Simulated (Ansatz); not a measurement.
# CoSi2: the cost of one run

Program: Ansatz 0.2.0. Level of theory: DFT PBE, scalar-relativistic. These are calculated values, not measurements.

**1. The structure to begin with**

Symmetry: Fm-3m, No. 225, cubic system. The conventional cell has a = 5.365 Å, b = 5.365 Å, c = 5.365 Å, α = 90.00°, β = 90.00°, γ = 90.00°. Around Co (site symmetry m-3m) lie 8 Si at 2.32 Å. Si (site symmetry -43m) is surrounded by 4 Co at 2.32 Å.

As a file:

```cif
data_structure
_symmetry_space_group_name_H-M 'Fm-3m'
_symmetry_Int_Tables_number 225
_cell_length_a 5.3650
_cell_length_b 5.3650
_cell_length_c 5.3650
_cell_angle_alpha 90.000
_cell_angle_beta 90.000
_cell_angle_gamma 90.000
_cell_volume 154.42
loop_
_atom_site_label
_atom_site_type_symbol
_atom_site_symmetry_multiplicity
_atom_site_Wyckoff_symbol
_atom_site_fract_x
_atom_site_fract_y
_atom_site_fract_z
_atom_site_occupancy
Co1 Co 4 a 0.00000 0.00000 0.00000 1
Si1 Si 8 c 0.25000 0.75000 0.75000 1
```

The file gives the conventional cell by its symmetry; the runs use the cell typed in the input.

Atoms are numbered in the order of the input: Co1, Si2, Si3.

**2. The deformed structure**

Space group Fm-3m before, I4/mmm after.

**3. Full-potential LAPW**

The input, input.yaml:

```yaml
crystal:
  lattice:
    - [0.0, 2.6825, 2.602025]
    - [2.6825, 0.0, 2.602025]
    - [2.6825, 2.6825, 0.0]
  atoms:
    - { symbol: Co, position: [0.0, 0.0, 0.0], spin: 2.0 }
    - { symbol: Si, position: [0.25, 0.25, 0.25] }
    - { symbol: Si, position: [0.75, 0.75, 0.75] }
magnetization:
  spin_polarized: true
kpoints:
  mp_grid: { grid: [11, 11, 11] }
  band_path:
    path:
      - [0.0, 0.0, 0.0]
      - [0.0, 0.5, 0.5]
      - [0.25, 0.75, 0.5]
      - [0.0, 0.5, 0.0]
      - [0.0, 0.0, 0.0]
      - [0.5, 0.5, 0.0]
      - [0.3828515251, 0.6171484749, 0.0]
      - [-0.3828515251, 0.3828515251, 0.0]
      - [0.0, 0.0, 0.0]
    npoints: 5
scf:
  occupations: { method: fermi_dirac, width: 0.05 }
hamiltonian:
  xc: pbe
  pseudopotentials: { kind: all_electron, lapw: { basis_error: 0.001 } }
output:
  forces: true
  stress: true
  eigenvalues: true
```

On the command line:

```
> ansatz run input.yaml --threads 1 --pin off --max-ram 4096MiB --backend cpu --events-out ev --progress --plain --runs-dir out
```

Q: Estimate wall time and peak memory on 1 thread of Intel Xeon 6975P-C (Granite Rapids), shared host.

About 54 s, with a peak of 0.89 GiB.
